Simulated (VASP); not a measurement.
Crystal: AlN.

```
Al N
1.0
     3.31212    0.00000    0.00000
    -1.65606    2.86838    0.00000
     0.00000    0.00000    4.18756
Al N
2 2
Direct
  0.66667 0.33333 0.25000
  0.33333 0.66667 0.75000
  0.66667 0.33333 0.75000
  0.33333 0.66667 0.25000
```

Measurements of this composition are mostly on another form, of space group No. 186.

* Program: VASP 6.6.1
* Task: single point
* Functional: PBEsol
* Potentials or basis: VASP PAW PBE potentials, release 64 (Al, N)
* Cutoff: 900 eV
* k mesh: 11 × 11 × 8
* Occupations: gaussian, width 0.05 eV
* Spin: no spin polarisation

On this cell: pressure -3.4 GPa; largest force under 0.003 eV/Å; band gap on the k mesh 3.19 eV, direct.

The same run follows on a disturbed copy (grid = ENCUT=900 k=11x11x8 ISMEAR=0 SIGMA=0.05 PREC=Accurate EDIFF=1e-08 LREAL=False ADDGRID=False LASPH=True; atoms moved at random, drawn with an rms of 0.1 Å):

```xyz
4
Lattice="3.3121 0.0000 0.0000 -1.6561 2.8684 0.0000 0.0000 0.0000 4.1876" Properties=species:S:1:pos:R:3 pbc="T T T"
Al    1.5196    0.9463    1.0704
Al   -0.0088    1.8038    3.0780
N     1.7567    0.9176    3.1273
N     0.0009    1.9209    1.0390
```

Task: What does the disturbed cell give?

Result: The energy moves by +98.0 meV/atom; pressure -0.1 GPa; largest force 2.824 eV/Å; band gap on the k mesh 3.09 eV, direct.

Forces on the atoms (eV/Å):
```
Al   2.507 -0.442 -0.624
Al   1.607  1.580  0.646
N   -2.646 -0.985 -0.043
N   -1.468 -0.153  0.021
```

Stress tensor (GPa, compression positive):
```
 4.19  1.06 -0.98
 1.06 -1.86  0.32
-0.98  0.32 -2.56
```

Caveats: the PAW data sets were made with another functional, which shifts forces and pressure a little; an odd mesh through Γ misses points on the zone boundary, where band edges often lie.
